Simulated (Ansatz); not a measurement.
# CaRe3: the cost of one run

Program: Ansatz 0.2.0. Level of theory: DFT PBE, scalar-relativistic, plane waves, PAW. These are calculated values, not measurements.

## Step 1: Starting point

The structure is cubic, space group Pm-3m (No. 221). Conventional cell: a = 4.482 Å, b = 4.482 Å, c = 4.482 Å, α = 90.00°, β = 90.00°, γ = 90.00°. Around Ca (site symmetry m-3m) lie 6 Re at 2.24 Å. Re (site symmetry 4/mmm) has 2 Ca at 2.24 Å as nearest neighbours.

Coordinates:

```
CELL_PARAMETERS angstrom
4.48225 0.00000 0.00000
0.00000 4.48225 0.00000
0.00000 0.00000 4.48225
ATOMIC_POSITIONS crystal
Ca 0.00000 0.00000 0.00000
Re 0.50000 0.00000 0.00000
Re 0.00000 0.50000 0.00000
Re 0.00000 0.00000 0.50000
```

This is candidate A: ReO3 type (Pm-3m, No. 221).

(A quick probe on a coarse mesh, which set the mesh and smearing, is not shown.)

## Step 3: Rough relaxation on the coarse mesh (candidate A)

input.yaml

```yaml
crystal:
  lattice:
    - [4.4822505938, 0.0, 0.0]
    - [0.0, 4.4822505938, 0.0]
    - [0.0, 0.0, 4.4822505938]
  atoms:
    - { symbol: Ca, position: [0.0, 0.0, 0.0] }
    - { symbol: Re, position: [0.5, 0.0, 0.0] }
    - { symbol: Re, position: [0.0, 0.5, 0.0] }
    - { symbol: Re, position: [0.0, 0.0, 0.5] }
basis:
  ecutwfc: 420
kpoints:
  mp_grid: { grid: [4, 4, 4] }
hamiltonian:
  xc: pbe
scf:
  occupations: { method: gaussian, width: 0.1 }
  lower_state_search: "off"
output:
  forces: true
  stress: true
  eigenvalues: true
relax:
  adjacent_minimum: "off"
  f_tol: 0.04
  max_steps: 70
  cell: { stress_tol: 0.4 }
```

On the command line:

```bash
ansatz run input.yaml --threads 1 --pin off --max-ram 2560MiB --backend cpu --events-out ev --progress --plain --runs-dir out
```

What time and memory should one allow on 1 thread of Arm Neoverse V2, shared host?

About 6.3 s, with a peak of 0.34 GiB.
